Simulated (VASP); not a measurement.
Method: LDA (Ceperley-Alder, Perdew-Zunger), VASP's LDA PAW potentials (set 64) (plane waves; VASP).

Input for VASP

File POSCAR:
```
AlSb
1
   -0.0000000000     3.0602868938     3.0602868938
    3.0602868938     0.0000000000     3.0602868938
    3.0602868938     3.0602868938     0.0000000000
Al Sb
1 1
Direct
  0.0000000000   0.0000000000   0.0000000000
  0.2500000000   0.2500000000   0.2500000000
```

INCAR:
```
# general
SYSTEM  = AlSb
PREC    = Accurate
ENCUT   = 520
LREAL   = .False.   # projection in real space or not
LASPH   = .True.
ICHARG  = 11   # fixed density

# electronic loop
EDIFF   = 1E-7
NELM    = 100
ALGO    = Normal   # blocked Davidson
LMAXMIX = 4   # l cut-off of mixed one-centre charges

# smearing
ISMEAR  = 0   # Gaussian
SIGMA   = 0.05   # width (eV)

# output
LWAVE   = .False.
LCHARG  = .False.
LORBIT  = 11   # lm-projected
```

**KPOINTS**
```
k-points along high-symmetry lines
15
Line-mode
Reciprocal
  0.000000   0.000000   0.000000 ! GAMMA
 -0.500000  -0.500000   0.000000 ! X

 -0.500000  -0.500000   0.000000 ! X
 -0.375000  -0.375000   0.250000 ! U

 -0.375000  -0.000000   0.375000 ! K
  0.000000   0.000000   0.000000 ! GAMMA

  0.000000   0.000000   0.000000 ! GAMMA
 -0.000000  -0.000000   0.500000 ! L

 -0.000000  -0.000000   0.500000 ! L
 -0.500000  -0.250000   0.250000 ! W

 -0.500000  -0.250000   0.250000 ! W
 -0.500000  -0.500000   0.000000 ! X
```

POTCAR, in this order: Al Sb (LDA.64 set). Program: vasp_std. Read from the step before: CHGCAR.

What VASP printed:

### OSZICAR
```
       N       E                     dE             d eps       ncg     rms          rms(c)
DAV:   1     0.167941032690E+02    0.16794E+02   -0.28049E+03  1440   0.720E+02
DAV:   2    -0.722476324538E+01   -0.24019E+02   -0.23109E+02  1880   0.861E+01
DAV:   3    -0.796205765524E+01   -0.73729E+00   -0.73728E+00  1936   0.179E+01
DAV:   4    -0.796677311925E+01   -0.47155E-02   -0.47155E-02  2208   0.168E+00
DAV:   5    -0.796680114604E+01   -0.28027E-04   -0.28027E-04  1952   0.997E-02
DAV:   6    -0.796680155261E+01   -0.40657E-06   -0.40657E-06  2184   0.982E-03
DAV:   7    -0.796680156097E+01   -0.83533E-08   -0.83532E-08  1968   0.109E-03
   1 F= -.79668016E+01 E0= -.79668016E+01  d E =-.989421E-14
```

**OUTCAR**
```
 val. band max:        4.7215127998   @ k =   0.0000   0.0000   0.0000

 cond. band min:       5.8380866274   @ k =  -0.4643  -0.4643   0.0000



 k-point     1 :       0.0000    0.0000    0.0000
  band No.  band energies     occupation
      1      -6.0871      2.00000
      2       4.7215      2.00000
      3       4.7215      2.00000
      4       4.7215      2.00000
      5       6.2522      0.00000
      6       7.8251      0.00000
      7       7.8251      0.00000
      8       7.8251      0.00000

 k-point     2 :      -0.0357   -0.0357    0.0000
  band No.  band energies     occupation
      1      -6.0712      2.00000
      2       4.5177      2.00000
      3       4.6640      2.00000
      4       4.6640      2.00000
      5       6.4532      0.00000
      6       7.7691      0.00000
      7       7.9045      0.00000
      8       7.9045      0.00000

 k-point     3 :      -0.0714   -0.0714    0.0000
  band No.  band energies     occupation
      1      -6.0235      2.00000
      2       4.0780      2.00000
      3       4.5084      2.00000
      4       4.5084      2.00000
      5       6.8674      0.00000
      6       7.6310      0.00000
      7       8.1258      0.00000
      8       8.1258      0.00000

 k-point     4 :      -0.1071   -0.1071    0.0000
  band No.  band energies     occupation
      1      -5.9446      2.00000
      2       3.5670      2.00000
      3       4.2902      2.00000
      4       4.2902      2.00000
      5       7.1768      0.00000
      6       7.5805      0.00000
      7       8.4526      0.00000
      8       8.4526      0.00000

 k-point     5 :      -0.1429   -0.1429    0.0000
  band No.  band energies     occupation
      1      -5.8353      2.00000
      2       3.0384      2.00000
      3       4.0422      2.00000
      4       4.0422      2.00000
      5       7.0498      0.00000
      6       7.8719      0.00000
      7       8.8510      0.00000
      8       8.8510      0.00000
...
```

The density is held fixed in this step, so its total energy and stress have no physical meaning. Unless said otherwise, spin-orbit coupling is left out, though it shifts the bands of the heavy elements here.

The compound is AlSb in the zinc blende structure. It was relaxed first.
